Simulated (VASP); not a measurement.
HfO2: band structure with HSE03

Crystal: HfO2.

```
Hf O
1.0
     0.00000    2.55750    2.55750
     2.55750    0.00000    2.55750
     2.55750    2.55750    0.00000
Hf O
1 2
Cartesian
  0.0000 0.0000 0.0000
  3.8363 3.8363 3.8363
  1.2788 1.2788 1.2788
```

Measurements of this composition are mostly on another form, of space group No. 14.

```json
{"Program": "VASP 6.6.1", "Task": "band structure", "Functional": "HSE03", "Potentials or basis": "VASP PAW PBE potentials, release 64 (Hf_pv, O)", "Cutoff": "520 eV", "k mesh": "6 × 6 × 6", "Occupations": "gaussian, width 0.02 eV", "Spin": "no spin polarisation", "Ladder": "gaps", "Grid for exact exchange (PRECFOCK)": "Fast", "Further INCAR settings": "ALGO = Normal; EDIFF = 1e-06; NBANDS = 18"}
```

```
Pressure                : -13.0 GPa
Band gap on the k mesh  : 5.00 eV, direct
Band gap along the path : 5.00 eV, direct
```

Levels at the corners of the path, in eV from the valence-band top:
| point | band 8 | band 9 | band 10 | band 11 | band 12 | band 13 | band 14 | band 15 |
| --- | --- | --- | --- | --- | --- | --- | --- | --- |
| Γ | -5.57 | -0.65 | -0.65 | -0.65 | 5.14 | 5.14 | 6.95 | 11.73 |
| X | -3.70 | -1.58 | -1.58 | 0.00 | 5.00 | 6.82 | 7.77 | 9.36 |
| X | -3.70 | -1.58 | -1.58 | 0.00 | 5.00 | 6.82 | 7.77 | 9.36 |
| W | -2.71 | -2.71 | -1.43 | -0.22 | 6.05 | 6.45 | 8.22 | 8.22 |
| W | -2.71 | -2.71 | -1.43 | -0.22 | 6.05 | 6.45 | 8.22 | 8.22 |
| K | -3.54 | -2.31 | -1.38 | -0.35 | 5.53 | 6.73 | 8.07 | 8.70 |
| K | -3.54 | -2.31 | -1.38 | -0.35 | 5.53 | 6.73 | 8.07 | 8.70 |
| Γ | -5.57 | -0.65 | -0.65 | -0.65 | 5.14 | 5.14 | 6.95 | 11.73 |
| Γ | -5.57 | -0.65 | -0.65 | -0.65 | 5.14 | 5.14 | 6.95 | 11.73 |
| L | -3.22 | -2.86 | -1.97 | -1.97 | 5.87 | 5.87 | 8.13 | 10.35 |
| L | -3.22 | -2.86 | -1.97 | -1.97 | 5.87 | 5.87 | 8.13 | 10.35 |
| U | -3.54 | -2.31 | -1.38 | -0.35 | 5.53 | 6.73 | 8.07 | 8.70 |
| U | -3.54 | -2.31 | -1.38 | -0.35 | 5.53 | 6.73 | 8.07 | 8.70 |
| W | -2.71 | -2.71 | -1.43 | -0.22 | 6.05 | 6.45 | 8.22 | 8.22 |
| W | -2.71 | -2.71 | -1.43 | -0.22 | 6.05 | 6.45 | 8.22 | 8.22 |
| L | -3.22 | -2.86 | -1.97 | -1.97 | 5.87 | 5.87 | 8.13 | 10.35 |
| L | -3.22 | -2.86 | -1.97 | -1.97 | 5.87 | 5.87 | 8.13 | 10.35 |
| K | -3.54 | -2.31 | -1.38 | -0.35 | 5.53 | 6.73 | 8.07 | 8.70 |
| U | -3.54 | -2.31 | -1.38 | -0.35 | 5.53 | 6.73 | 8.07 | 8.70 |
| X | -3.70 | -1.58 | -1.58 | 0.00 | 5.00 | 6.82 | 7.77 | 9.36 |

Run time: 28 min on 4 MPI ranks on Intel(R) Xeon(R) Platinum 8488C (Sapphire Rapids), on a shared host, peak memory 0.32 GiB a rank.

Caveat: the PAW data sets were made with another functional, which shifts forces and pressure a little; spin-orbit coupling is left out, which moves the levels of the heavy elements.
